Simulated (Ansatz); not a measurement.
The system is CoO.

```
Co O
1.0
     3.19765    0.00000    0.00000
    -1.59882    2.76924    0.00000
     0.00000    0.00000    5.22871
Co O
2 2
Direct
  0.33333 0.66667 0.50336
  0.00000 0.00000 0.00347
  0.33333 0.66667 0.87156
  0.00000 0.00000 0.37161
```

Measurements of this composition are mostly on another form, of space group No. 225.

| Property | Result |
| --- | --- |
| Program | Ansatz 0.2.0 |
| Task | single point |
| Functional | PBEsol |
| Potentials or basis | Ansatz PAW |
| Cutoff | 420 eV (not typed: the program's choice for these potentials) |
| k mesh | 10 × 10 × 5 |
| Occupations | fermi-dirac, width 0.05 eV |
| Spin | collinear spin, ferromagnetic start |
| Starting moments | [2.0, 2.0, 0.0, 0.0] μB |

On this cell: pressure -9.9 GPa; largest force 0.101 eV/Å; net moment 0.00 μB per cell; site moments Co +2.09, -2.09; O -0.16, +0.16 μB; band gap on the k mesh none (metal or under the smearing width).

The same run follows on a disturbed copy (atoms moved at random, drawn with an rms of 0.05 Å):

```xyz
4
Lattice="3.1976 0.0000 0.0000 -1.5988 2.7692 0.0000 0.0000 0.0000 5.2287" Properties=species:S:1:pos:R:3 pbc="T T T"
Co   -0.0087    1.8761    2.5932
Co    0.0263    0.0192    0.0067
O     0.0353    1.8363    4.5096
O    -0.0136   -0.0645    1.9377
```

Question: What changes?

Answer: The energy (extrapolated to zero smearing) moves by +5.8 meV/atom; pressure -9.8 GPa; largest force 0.499 eV/Å; net moment -0.04 μB per cell; site moments Co +2.06, -2.10; O -0.16, +0.16 μB; band gap on the k mesh none (metal or under the smearing width).

Forces in eV/Å, atoms in the order of the input:
```
Co  -0.042 -0.303  0.188
Co   0.020 -0.094  0.028
O   -0.056  0.057  0.142
O    0.077  0.340 -0.358
```

Stress tensor (GPa, compression positive):
```
 -9.00   0.45   0.00
  0.45 -11.68  -0.67
  0.00  -0.67  -8.67
```

Caveats: semilocal functionals often make such compounds metallic where correlation or magnetic order opens a gap, which also shifts bond lengths; the PAW data sets come from PBE, with cores solved anew for the run's functional, which leaves a small shift of forces and pressure; the starting moments weren't kept.
